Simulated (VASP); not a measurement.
Here is a VASP 6.6.1 calculation.

Contents of INCAR:

```
ALGO = Fast ; EDIFF = 1E-6
EDIFFG = -0.01 ; ENCUT = 680
GGA = PE ; IBRION = 2
ISIF = 3 ; ISMEAR = -1
LASPH = T ; LCHARG = F
LREAL = F ; LWAVE = F
NELM = 80 ; NSW = 60
PREC = Accurate ; SIGMA = 0.05
```

Contents of KPOINTS:

```
k-points
0
Gamma
  8 8 8
```

The input POSCAR:

```
Si
1.0
    0.0000000000      2.7218511865      2.7218511865
    2.7218511865      0.0000000000      2.7218511865
    2.7218511865      2.7218511865      0.0000000000
Si
2
Direct
    0.5000000000      0.5000000000      0.5000000000
    0.7500000000      0.7500000000      0.7500000000
```

Potentials or basis: VASP PAW PBE potentials, release 64 (Si_GW).

Run with:

```sh
$ cat potpaw_PBE.64/Si_GW/POTCAR > POTCAR
$ mpirun -np 1 vasp_std > vasp.out
```

Question: What does it give for the relaxed volume?

Answer: 20.46 Å³/atom.

Question: Estimate the relaxed cell.

Answer: a = 3.868 Å, b = 3.868 Å, c = 3.868 Å, α = 60.00°, β = 60.00°, γ = 60.00°.

Question: Estimate the space group after relaxing (to 0.05 Å).

Answer: Fd-3m (No. 227).

Final structure:
```cif
data_structure
_symmetry_space_group_name_H-M 'P 1'
_symmetry_Int_Tables_number 1
_cell_length_a 3.8679
_cell_length_b 3.8679
_cell_length_c 3.8679
_cell_angle_alpha 60.000
_cell_angle_beta 60.000
_cell_angle_gamma 60.000
_cell_volume 40.92
loop_
_atom_site_label
_atom_site_type_symbol
_atom_site_fract_x
_atom_site_fract_y
_atom_site_fract_z
_atom_site_occupancy
Si1 Si 0.50000 0.50000 0.50000 1
Si2 Si 0.75000 0.75000 0.75000 1
```
